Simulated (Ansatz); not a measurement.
# SiC16: the cost of one run

Computed with Ansatz 0.2.0 (DFT PBE+D3(BJ), scalar-relativistic, plane waves, PAW, unless a step's input says otherwise).

1 further run of the same task is left out (set aside as unsound or not needed).

## (1) The starting structure

It takes space group Pm (No. 6, monoclinic). The conventional cell has a = 4.422 Å, b = 4.930 Å, c = 22.694 Å, α = 90.00°, β = 90.00°, γ = 90.00°. C (site symmetry 1) has 2 C at 1.42 Å as nearest neighbours. Around C (site symmetry m) lie 3 C at 1.42 Å. C (site symmetry 1) is surrounded by 3 C at 1.42 to 1.44 Å. C (site symmetry m) is surrounded by 3 C at 1.42 to 1.48 Å. Only part of the 13 independent sites is listed.

As a file:

```
CELL_PARAMETERS angstrom
4.92987 0.00000 0.00000
0.00000 4.42243 0.00000
0.00000 0.00000 22.69375
ATOMIC_POSITIONS crystal
C 0.25000 0.41553 0.17626
C 0.75000 0.41553 0.17626
C 0.00000 0.51956 0.20018
C 0.50000 0.51956 0.20018
C 0.00000 0.72722 0.24809
C 0.50000 0.72722 0.24809
C 0.25000 0.83125 0.27201
C 0.75000 0.83125 0.27201
C 0.25000 0.04421 0.31987
C 0.75000 0.04421 0.31987
C 0.00000 0.15008 0.34260
C 0.50000 0.15008 0.34260
C 0.00000 0.37798 0.39006
C 0.50000 0.37798 0.39006
C 0.25000 0.47642 0.40953
C 0.75000 0.47642 0.40953
Si 0.50000 0.47642 0.51969
```

This is the geometry of the first run shown, built on a cell relaxed beforehand with the same method.

## (2) Plan of the line

Atoms count from 1 in the order of the input.

Si is moved over the surface cell at a fixed height above a rigid substrate; the origin of the map has the adsorbate above C15; the height is held at 2.50 Å.

First coordinate, position of Si17 along the first surface vector, from above C15: 6 values from 0.000 to 0.833, periodic. Second coordinate, position of Si17 along the second surface vector, from above C15: 6 values from 0.000 to 0.833, periodic.

Nothing else is relaxed. Points are written as (first, second).

The two vectors of the plane (Å): (2.465, 0.000, 0.000); (0.000, 4.422, 0.000).

## (3) Point (3/6, 0/6) of the map's two axes

A dipole layer in the vacuum cancels the field that periodic copies would set up if the slab's two faces differ.

File input.yaml:

```yaml
crystal:
  lattice:
    - [4.9298676323, 0.0, 0.0]
    - [0.0, 4.4224271195, 0.0]
    - [0.0, 0.0, 22.693749791]
  atoms:
    - { symbol: C, position: [0.25, 0.4155274488, 0.1762599851] }
    - { symbol: C, position: [0.75, 0.4155274488, 0.1762599851] }
    - { symbol: C, position: [0.0, 0.519558491, 0.2001803947] }
    - { symbol: C, position: [0.5, 0.519558491, 0.2001803947] }
    - { symbol: C, position: [0.0, 0.7272227621, 0.2480852155] }
    - { symbol: C, position: [0.5, 0.7272227621, 0.2480852155] }
    - { symbol: C, position: [0.25, 0.8312538043, 0.2720056251] }
    - { symbol: C, position: [0.75, 0.8312538043, 0.2720056251] }
    - { symbol: C, position: [0.25, 0.0442051686, 0.3198734326] }
    - { symbol: C, position: [0.75, 0.0442051686, 0.3198734326] }
    - { symbol: C, position: [0.0, 0.1500808487, 0.3425973485] }
    - { symbol: C, position: [0.5, 0.1500808487, 0.3425973485] }
    - { symbol: C, position: [0.0, 0.3779776253, 0.3900566375] }
    - { symbol: C, position: [0.5, 0.3779776253, 0.3900566375] }
    - { symbol: C, position: [0.25, 0.4764186278, 0.4095290499] }
    - { symbol: C, position: [0.75, 0.4764186278, 0.4095290499] }
    - { symbol: Si, position: [0.5, 0.4764186278, 0.5196915406], spin: 2.0 }
basis:
  ecutwfc: 420
kpoints:
  mp_grid: { grid: [6, 6, 1] }
hamiltonian:
  xc: pbe
  pseudopotentials: { kind: paw, azcp: { folder: soft_1 } }
  dispersion: d3bj
scf:
  occupations: { method: gaussian, width: 0.05 }
output:
  forces: true
  eigenvalues: true
  populations: true
magnetization:
  spin_polarized: true
efield:
  axis: 3
  dipole_correction: true
  ramp_width: 0.04
```

Started as:

```
ansatz run input.yaml --threads 2 --pin off --max-ram 6144MiB --backend cpu --events-out ev --progress --plain --runs-dir out
```

Q: Estimate wall time and peak memory on 2 threads of AMD EPYC 9R45 (Zen 5), shared host.

About 30 s, with a peak of 1.1 GiB.
